In a stiff covalent crystal such as boron phosphide, one per cent in the cell edge is worth about 5 GPa of pressure, yet less than 10 meV per atom in energy. Pressure is therefore a sharp gauge of the cell size that a density functional prefers. The table uses it this way: the atoms stay in place, with a cubic edge of 4.538 Å, and only the functional changes, together with the atomic data sets used for it. The crystal is an insulator with a gap above 1 eV in all five calculations, so the rows compare the same kind of electronic state.

GPAW 26.7.0, plane-wave PAW density-functional calculations without spin polarisation for zinc-blende BP (F-43m, 2 atoms per cell) at a fixed cubic edge of 4.538 Å. All runs use an 800 eV cutoff, a 10 × 10 × 10 k mesh and Fermi-Dirac occupations with a width of 0.05 eV, with no dispersion correction. Pressure is positive in compression.

```
functional                                           potentials  pressure (GPa)
       LDA                 GPAW-PAW-data-sets-(gpaw-data-1.2.1)          -5.020
       PBE                 GPAW-PAW-data-sets-(gpaw-data-1.2.1)           1.380
    PBEsol  PAW-data-sets-made-by gpaw-setup-for-the-functional          -1.740
      BLYP  PAW-data-sets-made-by gpaw-setup-for-the-functional           6.210
     rSCAN                 GPAW-PAW-data-sets-(gpaw-data-1.2.1)          -0.760
```

Question 1. Nobody has squeezed or stretched this crystal. What does the pressure of −5.02 GPa in LDA mean, and which way would each cell relax?

Answer. The pressure is the slope of the energy E against the cell volume V, with the sign reversed:

P = −dE/dV

A negative value means that the energy falls when the cell shrinks. LDA, PBEsol and rSCAN would thus contract the given cell, while PBE and BLYP would expand it.

Remark. The forces on the atoms vanish in every row, but this doesn't show that the volume is right. Each atom sits at the centre of a regular tetrahedron of neighbours, where the pulls cancel at any cell size. Anyone who computes the stress of a strained film in a cell borrowed from elsewhere will find this offset mixed into the answer, unless the unstrained cell is first relaxed with the same functional.

Question 2. How long an edge would LDA choose?

Answer. The bulk modulus B says how much pressure a relative change of volume costs. For a small change, the volume must move by P/B to bring the pressure to zero. The volume goes as the cube of the edge a, so the edge moves by a third of that:

Δa/a = P/(3B)

With B roughly 170 GPa, a recalled value, LDA gives −5.02/(3 × 170) = −0.0098, a contraction of about 1 %. The edge would shrink from 4.538 Å to about 4.49 Å. The same steps take BLYP to about 4.59 Å.

Remark. These edges are estimates, since no cell was relaxed. An error of a tenth in B would change each shift by about a tenth, but not its direction.

Question 3. What would the table look like if the edge were 1 % shorter?

Answer. Each pressure would rise by about 3 × 170 GPa × 0.01 = 5.1 GPa. LDA would then sit near zero and look like the perfect choice, while BLYP would stand above 11 GPa. The order should survive: if two functionals differed by a tenth in stiffness, their rises would differ by only about 0.5 GPa, less than the smallest gap between neighbours in the order, 0.98 GPa.

Remark. The zero of this scale belongs to the chosen cell. The differences between the rows tell more about the functionals than any single value.

Question 4. Why does PBE push the atoms further apart than LDA does?

Answer. LDA treats each point of the crystal as if it belonged to a uniform electron gas with the density found there. Where the density falls off steeply, this misses part of the exchange energy, which lowers the total energy. PBE restores some of it through a factor that multiplies the LDA exchange and, for small gradients, reads

F = 1 + μs²

Here s is the relative change of the density over a short length that the density itself sets, and μ sets the strength of the correction.

Now let the atoms approach each other. The tails of neighbouring atoms overlap and fill the space between them, so the density no longer drops so low or so steeply. The typical s falls, and with it the extra lowering of the energy. Drawing the atoms apart brings this lowering back. The correction thus favours a larger volume, and by P = −dE/dV it adds a positive pressure.

Remark. The table shows the result, a rise of 6.40 GPa from LDA to PBE. The cause is argued from theory, since a total pressure doesn't separate exchange from correlation. The gradient part of correlation acts in the opposite direction and takes back some of the effect.

Question 5. PBEsol has the same form as PBE but a weaker exchange correction, with μ = 10/81 in place of about 0.22. Can its pressure be estimated from LDA and PBE alone?

Answer. Suppose that the outward push is proportional to μ. LDA has μ = 0, and PBE fixes the slope. PBEsol should then have covered the fraction (10/81)/0.22 = 0.56 of the way from LDA to PBE:

P = −5.02 GPa + 0.56 × 6.40 GPa ≈ −1.4 GPa

The calculation gives −1.74 GPa. The estimate is off by about 0.3 GPa, or a twentieth of the step from LDA to PBE.

Remark. PBEsol took no part in setting the line, so this is a real test, but it is a single one. PBEsol also weakens the gradient part of correlation, and its data sets come from another source than those of LDA and PBE. Both changes are hidden in the same number. The agreement supports the picture of Question 4 without proving that exchange alone is at work. The printed output after this text gives the estimate beside the computed value.

Question 6. Does the pressure climb with the rung of the functional, from LDA through the gradient-corrected functionals to rSCAN, and does the line of Question 5 reach BLYP?

Answer. The answer is no to both. PBEsol, PBE and BLYP all stand on the gradient-corrected rung, yet they range from −1.74 to 6.21 GPa, which is wider than the step from LDA to PBE. rSCAN, one rung higher, falls between PBEsol and PBE. The rung only names the ingredients that a functional may use; the pressure depends on how strongly it uses them.

BLYP shows where the simple measure of that strength gives out. Its exchange part has a small-gradient coefficient of roughly 0.27, again recalled, and the line then predicts about 2.8 GPa. This is less than half of the computed pressure. Two differences from PBE are the likely sources of the rest: the exchange of BLYP behaves differently at large gradients, and its correlation part doesn't reduce to that of the uniform electron gas. The data sets also come from another source than those of PBE, with an effect that isn't known. The table can't divide the excess between these causes; a calculation with the exchange of BLYP and the correlation of PBE, on data sets of one origin, would help to do so.

Remark. The coefficient μ is a fair guide from LDA and PBE to PBEsol, but not throughout a family: revPBE has the same μ as PBE, yet it treats large gradients differently and is expected to prefer a larger cell. For BLYP, μ gives the direction but not the size. For rSCAN it isn't enough for an estimate, because that functional also uses the kinetic-energy density of the electrons.

Question 7. rSCAN has the pressure closest to zero. Is it therefore the best functional for this crystal, and which digits can be trusted?

Answer. Zero is not quite the right target. Even at the lowest temperature the nuclei vibrate, and this motion pushes the crystal outward with a pressure of the order of 1 GPa, which the calculations leave out. The cell used here is close to the measured one, where all pressures must balance. A perfect functional should therefore show about −1 GPa in this table, not zero.

PBEsol and rSCAN both lie close to that target, and PBE lies above it. The target is too rough to choose between the first two, which are only 0.98 GPa apart. That difference corresponds to about 0.01 Å in the edge. Their order is also the least secure in the table, because the data sets used for rSCAN were probably made for another functional, and the size of the resulting error is not known.

The last zero of each pressure is only padding: the PBE run gave 1.37678 GPa, which the table rounds to 1.38. The second decimal does come from the calculation, but it is far finer than the doubts above allow. No test with a higher cutoff or a denser k mesh is at hand to say how far the first decimal holds. What should survive these doubts is the broad pattern: LDA wants a distinctly smaller cell, BLYP a distinctly larger one, and the other three lie between them.

Remark. A small residual pressure is evidence for a functional only after the missing vibrations have been counted.

The analysis program printed:

```
Estimated relaxation of the edge:
     row  P in GPa  linear change in %  Murnaghan change in %  estimated edge in A  gap in eV
     LDA     -5.02             -0.9843                 -1.042                4.491      1.187
     PBE      1.38              0.2706                 0.2666                 4.55      1.244
  PBEsol     -1.74             -0.3412                -0.3478                4.522      1.135
    BLYP      6.21               1.218                  1.143                 4.59      1.513
   rSCAN     -0.76              -0.149                -0.1503                4.531      1.434
Spread of pressure over the five functionals in GPa: 11.23
PBE less LDA in GPa: 6.4
PBEsol less LDA in GPa: 3.28
rSCAN less PBEsol in GPa: 0.98
PBE less rSCAN in GPa: 2.14
BLYP less PBE in GPa: 4.83
PBEsol share of the step from LDA to PBE in the table: 0.5125
PBEsol share expected from the exchange coefficient: 0.5612
PBEsol pressure expected from the exchange coefficient in GPa: -1.429
Expected less computed for PBEsol in GPa: 0.3115
BLYP pressure expected from the exchange coefficient in GPa: 2.835
Expected less computed for BLYP in GPa: -3.375
Rise of pressure for a 1 % shorter edge in GPa (linear estimate): 5.1
Edge change for 1 GPa in A (linear estimate): 0.008898
Energy gained by relaxing the BLYP cell in meV per atom (estimate): 8.269
Zero-point pressure in GPa (order of magnitude): 1.33
```
